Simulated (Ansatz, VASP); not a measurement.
**Be: VASP beside Ansatz**

File INCAR:

```
SYSTEM = Be
PREC = Accurate
ENCUT = 520
EDIFF = 1E-7
ISMEAR = -1
SIGMA = 0.1
LREAL = .FALSE.
LASPH = .TRUE.
NELM = 60
ALGO = Normal
ISIF = 2
LWAVE = .FALSE.
LCHARG = .TRUE.
GGA = RE
LELF = .TRUE.
LVHAR = .TRUE.
NBANDS = 7
```

KPOINTS

```
regular mesh
0
G
  19 19 19
  0 0 0
```

Contents of POSCAR:

```
Be
1.0
    0.0000000000      1.5914193933      1.5914193933
    1.5914193933      0.0000000000      1.5914193933
    1.5914193933      1.5914193933      0.0000000000
Be
1
Direct
    0.0000000000      0.0000000000      0.0000000000
```

Input for Ansatz:

```yaml
crystal:
  lattice:
    - [0.0, 1.5914193933, 1.5914193933]
    - [1.5914193933, 0.0, 1.5914193933]
    - [1.5914193933, 1.5914193933, 0.0]
  atoms:
    - { symbol: Be, position: [0.0, 0.0, 0.0] }
hamiltonian:
  xc: revpbe
  pseudopotentials:
    kind: paw
    azcp:
      Be: "pseudopotentials/Be.paw.azcp"
basis:
  ecutwfc: 420
  fft_grid_basis: typed
kpoints:
  mp_grid: { grid: [19, 19, 19], shift: [0, 0, 0] }
magnetization:
  spin_polarized: false
scf:
  occupations: { method: fermi_dirac, width: 0.1 }
  lower_state_search: "off"
output:
  stress: true
```

Alike in both runs: task single point; functional revPBE; k mesh 19 × 19 × 19; occupations fermi-dirac, width 0.1 eV; no spin polarisation.

|  | VASP | Ansatz |
| --- | --- | --- |
| version | VASP 6.6.1 | Ansatz 0.2.0 |
| potentials or method | VASP PAW PBE potentials, release 64 (Be) | plane waves (420 eV) with PAW, scalar-relativistic |
| plane-wave cutoff (eV) | 520 | 420 |
| valence electrons in the cell | 2 | 2 |

```csv
,VASP,Ansatz,Ansatz less VASP
pressure (GPa),0.0,0.0,-0.03
```

Caveats: the PAW data sets were made with another functional, which shifts forces and pressure a little (VASP).
